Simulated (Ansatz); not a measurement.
# LiBr at 15 GPa: from Born charge to LO–TO splitting and polaron coupling

Level of theory: DFT PBEsol, scalar-relativistic, plane waves, PAW (Ansatz 0.2.0). Plane waves to 420 eV; Γ-centred k mesh 8×8×8; fixed occupations. No spin polarisation. Phonons by linear response, acoustic sum rule imposed.

The cell, relaxed at 15 GPa:
```
CELL_PARAMETERS angstrom
0.00000 2.46369 2.46369
2.46369 0.00000 2.46369
2.46369 2.46369 0.00000
ATOMIC_POSITIONS crystal
Li 0.00000 0.00000 0.00000
Br 0.50000 0.50000 0.50000
```

Linear response gives ν_TO = 350.5 cm⁻¹, Born charges ±1.138 e (positive on Li) and ε∞ = 4.177. The primitive cell holds 29.908 Å³, and the masses are 6.940 and 79.904 amu.

Question: Find ν_LO and the static dielectric constant.

Answer: The long-wave field adds a restoring force: ω_LO² − ω_TO² = Z*²e²/(ε_vac ε∞ μV). In these units ν_LO² − ν_TO² = 4.92064×10⁷ Z*²/(μ V ε∞) cm⁻², with μ = m₁m₂/(m₁ + m₂) = 6.385 amu: 79851 cm⁻². So ν_LO = √(350.5² + 79851) = 450.2 cm⁻¹, and the run gives 450.2. Lyddane–Sachs–Teller then gives ε0 = ε∞ (ν_LO/ν_TO)² = 6.89, against 6.89 in the run (it forms both from the same three quantities, so the match checks the arithmetic only). Between ν_TO and ν_LO the dielectric function is negative and an undamped crystal reflects fully: a reststrahlen band from 22.2 to 28.5 μm.

Question: What do the Clausius–Mossotti polarisability and the Szigeti charge come to?

Answer: With the Lorentz local field, α = (3V/4π)(ε∞ − 1)/(ε∞ + 2) = 3.67 Å³ for the pair, and e_S = 3Z*/(ε∞ + 2) = 0.55 e. The Born charge includes the electrons' response to the dipole's own local field, and e_S takes that enhancement out. The Lorentz field assumes point-like polarisable ions, a poor picture once ε∞ is this large, since the electron clouds then overlap or are shared, so both numbers are formal here.

Question: How strongly does a slow electron couple to the LO mode?

Answer: For one isotropic parabolic band, Fröhlich's constant is α_F = (1/ε∞ − 1/ε0) √(m* Ry/ħω_LO), with Ry = 13.606 eV, ħω_LO = 55.8 meV and m* in free-electron masses: α_F = 0.0943 × 15.61 × √m* = 1.47 √m*. The band mass isn't part of this run; for m* = 0.1, 0.3 and 1 it gives 0.47, 0.81, 1.47. In weak coupling the polaron lies α_F ħω_LO below the band edge (45 meV at m* = 0.3) with a mass m*(1 + α_F/6); past α_F of about 5 or 6 that expansion fails. A semilocal functional's ε∞ tends to be too large, which taken alone lowers α_F.